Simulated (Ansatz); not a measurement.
**WS2 (R3m) under strain**

A 3-atom cell of WS2 started from a crystallographic database, relaxed with r2SCAN+rVV10 in the plane-wave code Ansatz. Space group R3m (No. 160), trigonal; conventional cell a = 3.172 Å, c = 18.712 Å, 18.11 Å³ an atom. Around W lie 6 S at 2.41 Å; around S lie 3 W at 2.41 Å.

The axes x, y and z are those of this cell:
```
CELL_PARAMETERS angstrom
1.58589 0.91561 6.23748
-1.58589 0.91561 6.23748
0.00000 -1.83122 6.23748
ATOMIC_POSITIONS crystal
W 0.00067 0.00067 0.00067
S 0.25056 0.25056 0.25056
S 0.41748 0.41748 0.41748
```

Unstrained: PBE gives an indirect gap of 1.069 eV, from T to Γ–S₀ (0.52 of the way from Γ); the least direct gap is 1.848 eV at k = (-0.163, 0.163, -1/2). The r2SCAN gap is indirect, 1.180 eV (T to Γ–S₀ (0.52 of the way from Γ)), below the direct gap of 1.971 eV at k = (-0.163, 0.163, -1/2). The HSE06 gap is indirect, 1.602 eV (T to Γ–S₀ (0.52 of the way from Γ)), below the direct gap of 2.329 eV at k = (1/6, -1/2, -1/6). Meshes: PBE 10×10×10, r2SCAN 10×10×10, HSE06 6×6×6. Strains are changes of length per length, and xy shears are angles. After each strain the atoms were relaxed again with r2SCAN+rVV10 within the symmetry that the strain leaves, so tilts or polar shifts that break it weren't tested; points keep the names that they have in the unstrained zone. The values are computed, spin-unpolarised, and not measurements.

Changes of the least gap in eV (an overlap counts as a negative gap):

| strain | volume change (%) | space group | PBE | r2SCAN | HSE06 |
| --- | --- | --- | --- | --- | --- |
| xy shear, engineering strain (angle) -2.18 % | 0.0 | P1 | -0.007 | -0.007 | -0.005 |
| uniaxial +3.83 % along y | +3.8 | Cm | -0.270 | -0.317 | -0.382 |
| isotropic -2.69 % on every length | -7.9 | R3m | -0.141 | -0.135 | -0.154 |
| uniaxial +2.73 % along x | +2.7 | Cm | -0.170 | -0.213 | -0.273 |

Xy shear, engineering strain (angle) -2.18 %. HSE06: the gap goes from 1.602 to 1.597 eV (-0.005 eV); the edges go from T → Γ–S₀ (0.52) to T → (0.180, 0, -0.174). Stress change with PBE, compression positive: xx +0.04, yy +0.12, zz 0.00, xy +2.04, xz +0.07 GPa.

Uniaxial +3.83 % along y, other directions held. HSE06: the gap goes from 1.602 to 1.220 eV (-0.382 eV); the edges go from T → Γ–S₀ (0.52) to T → (-0.070, -0.393, 0.271). Stress change with PBE, compression positive: xx -2.09, yy -8.37, zz -0.77, yz +0.10 GPa.

Isotropic -2.69 % on every length. HSE06: the gap goes from 1.602 to 1.448 eV (-0.154 eV); the edges go from T → Γ–S₀ (0.52) to T → Γ–S₀ (0.53). Stress change with PBE, compression positive: xx +10.09, yy +10.09, zz +3.29 GPa.

Uniaxial +2.73 % along x, other directions held. HSE06: the gap goes from 1.602 to 1.329 eV (-0.273 eV); the edges go from T → Γ–S₀ (0.52) to T → (-0.172, 0.172, -1/2). Stress change with PBE, compression positive: xx -6.08, yy -1.63, zz -0.55, yz -0.08 GPa.

Spin-orbit coupling is left out, which matters wherever the heavy atoms make up the band edges.

Where an edge lies off the special points, it is a point of the mesh or the k point where a search put PBE's edge or least direct gap, reused for the other functionals, whose own edges may lie a little apart.

Coordinates of k points refer to the reciprocal vectors of the primitive cell of the runs.
